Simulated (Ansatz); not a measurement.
Wanted: the native input for an Ansatz 0.2.0 run.

* Task: relaxation of cell and atoms
* Functional: HSE06
* Potentials or basis: Ansatz PAW earlier set
* Cutoff: 520 eV (not typed: the program's choice for these potentials)
* k mesh: 6 × 6 × 6
* Occupations: gaussian, width 0.025 eV
* Spin: no spin polarisation

Ca:

```xyz
1
Lattice="-2.2052 2.2052 2.1961 2.2052 -2.2052 2.1961 2.2052 2.2052 -2.1961" Properties=species:S:1:pos:R:3 pbc="T T T"
Ca    0.0000    0.0000    2.1961
```

This isn't the form of Ca at room conditions, which is fcc.

One way to write it, as run:

input.yaml

```yaml
crystal:
  lattice:
    - [-2.2052049036, 2.2052049036, 2.19611481]
    - [2.2052049036, -2.2052049036, 2.19611481]
    - [2.2052049036, 2.2052049036, -2.19611481]
  atoms:
    - { symbol: Ca, position: [0.5, 0.5, 0.0] }
hamiltonian:
  xc: hse06
  pseudopotentials: { kind: paw, source: ansatz }
kpoints:
  mp_grid: { grid: [6, 6, 6] }
scf:
  occupations: { method: gaussian, width: 0.025 }
output:
  forces: true
  stress: true
  write_density: true
  write_potential: true
  elf: true
  volumetric_format: npy
relax:
  f_tol: 0.01
  max_steps: 40
  cell: { stress_tol: 0.05 }
```

Potentials or basis: Ansatz PAW earlier set.

The run is started by

```bash
$ ansatz run input.yaml --threads 1 --pin off --max-ram 2560MiB --backend cpu --events-out ev --progress --plain --runs-dir out
```

Results of the run:

The relaxed volume is 44.41 Å³/atom, the relaxed cell is a = 3.864 Å, b = 3.864 Å, c = 3.864 Å, α = 109.35°, β = 109.35°, γ = 109.72° and the space group after relaxing (to 0.05 Å) is Im-3m (No. 229). The energy gained by relaxing is 4.0 meV/atom and the ionic steps are 4. The pressure after relaxing is 0.0 GPa and the band gap on the k mesh is none (metal or under the smearing width).

Caveat: the plane-wave basis is chosen anew once the cell has moved, so the energies of steps on either side of that aren't comparable; the PAW data sets come from PBE, with cores solved anew for the run's functional, which leaves a small shift of forces and pressure.

Wall time 79 s on 1 thread of AMD EPYC 9R45 96-Core Processor (Zen 5), on a shared host, peak memory 1.4 GiB.
